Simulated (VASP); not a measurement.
A run of VASP 6.6.1:

The input INCAR:

```
PREC     = Accurate       # precision mode
ENCUT    = 520            # plane-wave cutoff, eV
EDIFF    = 1E-6           # SCF threshold, eV
ISMEAR   = 0              # smearing method
SIGMA    = 0.05           # smearing width, eV
LREAL    = F              # projectors in reciprocal space
LASPH    = T              # aspherical terms in the spheres
NELM     = 80             # most SCF steps
ALGO     = Normal         # electronic algorithm
ISIF     = 2              # what is computed and relaxed
LWAVE    = F              # write WAVECAR
LCHARG   = F              # write CHGCAR
LNONCOLLINEAR= T              # non-collinear magnetism
MAGMOM   = 0.352 -0.343 -0.225 0 0 0 # initial moments
LORBIT   = 11             # projections on sites
LMAXMIX  = 4              # l up to which the mixer works
LDAU     = T              # DFT+U
LDAUTYPE = 2            
LDAUL    = 2 -1           # shell
LDAUU    = 2 0            # U, eV
LDAUJ    = 0 0          
LDAUPRINT= 1            
GGA      = PE             # functional
NBANDS   = 28             # bands
```

Contents of KPOINTS:

```
Automatic mesh
0
Gamma
  5 5 5
```

POSCAR

```
PtSe
1.0
    0.0000000000      3.0374472300      3.0374472300
    3.0374472300      0.0000000000      3.0374472300
    3.0374472300      3.0374472300      0.0000000000
Pt Se
1 1
Direct
    0.0000000000      0.0000000000      0.0000000000
    0.2500000000      0.2500000000      0.2500000000
```

Potentials or basis: VASP PAW PBE potentials, release 64 (Pt, Se).

Launch:

```bash
$ cat potpaw_PBE.64/Pt/POTCAR potpaw_PBE.64/Se/POTCAR > POTCAR
$ mpirun -np 1 vasp_ncl > vasp.out
```

Hardware: 1 thread of Intel(R) Xeon(R) 6975P-C (Granite Rapids), on a shared host.

**Question.** How long does it take, and how much memory?

**Answer.** Wall time 4.4 min on 1 thread of Intel(R) Xeon(R) 6975P-C (Granite Rapids), with other jobs on the host, peak memory 0.5 GiB. Counts: scf iterations 14, k points 125.
